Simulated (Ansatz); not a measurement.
Crystal: Cs.

```
Cs
1.0
     0.00000    3.94834    3.94834
     3.94834    0.00000    3.94834
     3.94834    3.94834    0.00000
Cs
1
Direct
  0.00000 0.00000 0.00000
```

This isn't the form of Cs at room conditions, which is bcc.

Below is the output of Ansatz 0.2.0 for this cell. Logs are shortened: lines on timing, memory, paths and dates and some standing lists are left out, and cuts for length are marked.

```text
Warning: RAYON_NUM_THREADS=2 ignored (pool sized by the plan → 2); use --threads N
Engine: ansatz 0.2.0, x86_64-unknown-linux-gnu
Pseudopotentials: kind: paw
Pseudopotential: Cs, paw, valence charge 9, recommended cutoff 420 eV (normal), Cs.paw.azcp
Functional definition: PBEsol
  exchange = pbesol_x
  correlation = pbesol_c
Crystal: 1 atoms, lattice volume = 123.104 Å³
Basis set: ecut = 420 eV, 2421 PW (Γ), exchange–correlation on 80×80×80 points (8 copies of the dense FFT grid, shifted against one another)
Bands: 9, of which v1, the nominal top of the filled ones, is band 5 counted from 1 (4 counted from 0)
Symmetry: 48 space group operations
Space group: Fm-3m (ITA 225), of the structure as read, at distance tolerance 5.0e-5 Å
k-points: 16 of 216
Non-local potential: Cs, projectors of the file, l = 0: 3, l = 1: 2, l = 2: 2, l = 3: 2
PAW form: soft (Blöchl's): semilocal exchange-correlation on the pseudo side does not see the compensation charge
PAW frozen core: Cs, regenerated for the run's functional, and the local potential with it (the file was generated under x = pbe(κ = 0.804, μ = 0.2195149727645171), c = pbe(β = 0.06672455060314922))
PAW one-centre angular grid: Cs, 194 points (default); XC on 64 Gauss nodes
Initial density: superposition of atomic densities (neutral atoms: chi_scale 0, normalization atom), corrected by the library's trained network
Initial wavefunctions: pseudopotential atomic-orbital guess
Functional: x = pbesol(κ = 0.804, μ = 0.12345679012345678), c = pbesol(β = 0.046)
SCF iter   1: F=—  HF=-5585.780859 eV  |F-HF|=—  |Δ(HF+E_count)|=         —  Δρ=4.18e-4  dr2=1.42e-4  ethr=1.77e-3  ⟨swp⟩=6.1  Hψ=1212  notcnv=0
preconditioner: auto → Kerker (q_TF=auto, 1.764 Å⁻¹)  [metal: Δε(μ)=0.057 eV  Ē_g=2.571 eV  σ=0.050 eV  W_gap=0.27  n_scr=14 (ndim 8)  ℏωp=3.3 eV  f_vac=0.000  D(μ)=1.70/eV (n_scr^D=8)]
SCF iter   2: F=—  HF=-5585.781272 eV  |F-HF|=—  |Δ(HF+E_count)|=   4.13e-4  Δρ=2.68e-4  dr2=5.32e-5  ethr=1.58e-6  ⟨swp⟩=2.4  Hψ=358  notcnv=0
SCF iter   3: F=—  HF=-5585.781384 eV  |F-HF|=—  |Δ(HF+E_count)|=   1.12e-4  Δρ=6.36e-5  dr2=6.33e-6  ethr=5.91e-7  ⟨swp⟩=2.0  Hψ=218  notcnv=0
SCF iter   4: F=—  HF=-5585.781385 eV  |F-HF|=—  |Δ(HF+E_count)|=   1.68e-8  Δρ=3.05e-5  dr2=2.66e-6  ethr=7.03e-8  ⟨swp⟩=2.0  Hψ=205  notcnv=0
[... 62 lines left out ...]
  E_xc         = -171.125013
  E_vxc        = -124.032038  (∫ρ·V_xc dr)
  E_paw        = -4983.560643  (= ΣΔE_a)
  E_vpaw       = -21.830095  (= ΣTr[D̂ρ^β])
  E_aug_tail   = -0.000001  (compensation charges beyond the density's cutoff)
  E_ewald      = -338.601617
  E_core_change = 0.144160  (= ΣΔE_core)
  E_smearing   = -0.013952  (= −TS)
  E_closure    = -0.000000  (closes the sum)
  Σ components = -5585.781385   (vs F -5585.781385, Δ=0.00e0)
--- Forces (eV/Å), atoms counted from 1 ---
  atom   1  Cs     0.00000000     0.00000000    -0.00000000
  max |Σ_I F_I| component: 6.98e-32 eV/Å
--- Stress (GPa, compression-positive) ---
       -0.184225       0.000000       0.000000
        0.000000      -0.184225      -0.000000
       -0.000000       0.000000      -0.184225
  P = ⅓ Tr σ = -0.1842 GPa (-1.842 kbar)
--- Band table (eV; the first three rows and the last of 16) ---
  k-point 0: bands = ["-22.0179", "-8.7436", "-8.7436", "-8.7436", "0.2580", "4.2905", "4.2905", "4.2905", "5.3201"]
  k-point 1: bands = ["-22.0168", "-8.7711", "-8.7474", "-8.7474", "0.5243", "3.8364", "4.3820", "4.3820", "5.1601"]
  k-point 2: bands = ["-22.0147", "-8.8248", "-8.7548", "-8.7548", "1.2231", "3.1205", "4.2750", "4.2750", "5.5038"]
  k-point 15: bands = ["-22.0122", "-8.8296", "-8.7987", "-8.7838", "2.4952", "2.9948", "3.1149", "4.1716", "5.9033"]
--- Elastic constants: 2 strain directions × 2 members + reference (group order 48) ---
  dense FFT box of the reference and of every strained cell: 40×40×40
  strains applied: 11, 23; error gains: componentwise 1.00 (the most a stress slope's error grows in a printed constant), spectral 1.73 (1 for all six strains in a standard setting)
  C = ∂σ_k/∂η_j (tension-positive GPa; Voigt order 11 22 33 23 13 12):
         1.461      1.352      1.352     -0.000     -0.000      0.000
         1.352      1.461      1.352      0.000     -0.000     -0.000
         1.352      1.352      1.461      0.000     -0.000     -0.000
        -0.000      0.000      0.000      0.839      0.000     -0.000
         0.000     -0.000      0.000     -0.000      0.839      0.000
         0.000     -0.000      0.000      0.000     -0.000      0.839
  reference stress σ⁰ (GPa):      0.184      0.184      0.184      0.000     -0.000     -0.000
  C* (energy form; C + prestress term) asymmetry max|C*_kj − C*_jk| = 9.048e-19 GPa — a small one proves nothing (zero by symmetry where the batch's group is 432, −43m or m−3m); a large one is finite-difference/SCF noise where every solve meets its electron count
  moduli (Voigt/Reuss/Hill, GPa): K = 1.39/1.39/1.39   G = 0.53/0.12/0.32   E = 0.90   ν = 0.392
  mechanically stable: yes (min eigenvalue of sym C = 0.11 GPa)
  strain η (Voigt 11):  stress-route row diagonal C_11 = 1.46 GPa, energy-path curvature d²(F+E_count+ΔE)/dδ²/Ω₀ = 1.46 GPa
         δ    σ_11 (GPa)             F (eV)   n_scf  n_hpsi   n_pw
    -2.000e-3       0.1813       -5585.7816664       7    5988   2434
     2.000e-3       0.1872       -5585.7811000       4    4726   2450
  strain η (Voigt 23):  stress-route row diagonal C_44 = 0.84 GPa, energy-path curvature d²(F+E_count+ΔE)/dδ²/Ω₀ = 0.75 GPa
         δ    σ_23 (GPa)             F (eV)   n_scf  n_hpsi   n_pw
    -2.000e-3      -0.0017       -5585.7813843       6    8635   2442
     2.000e-3       0.0017       -5585.7813843       4    7175   2442
```

Q: Write the input and the command behind it.

A: Elastic constants with PBEsol, no spin polarisation. The files as run (others can give the same):

input.yaml
```yaml
crystal:
  lattice:
    - [0.0, 3.94833574, 3.94833574]
    - [3.94833574, 0.0, 3.94833574]
    - [3.94833574, 3.94833574, 0.0]
  atoms:
    - { symbol: Cs, position: [0.0, 0.0, 0.0] }
hamiltonian:
  xc: pbesol
  pseudopotentials: { kind: paw }
kpoints:
  mp_grid: { grid: [6, 6, 6] }
scf:
  occupations: { method: fermi_dirac, width: 0.05 }
output:
  forces: true
  stress: true
elastic:
  mode: clamped_ion
  stencil: two_point
```

Potentials or basis: Ansatz PAW.
The run is started by
```sh
$ ansatz run input.yaml --threads 2 --pin off --max-ram 5632MiB --backend cpu --events-out ev --progress --plain --runs-dir out
```

Caveat: elastic constants of metals need much finer meshes, so these are rough; the PAW data sets come from PBE, with cores solved anew for the run's functional, which leaves a small shift of forces and pressure.
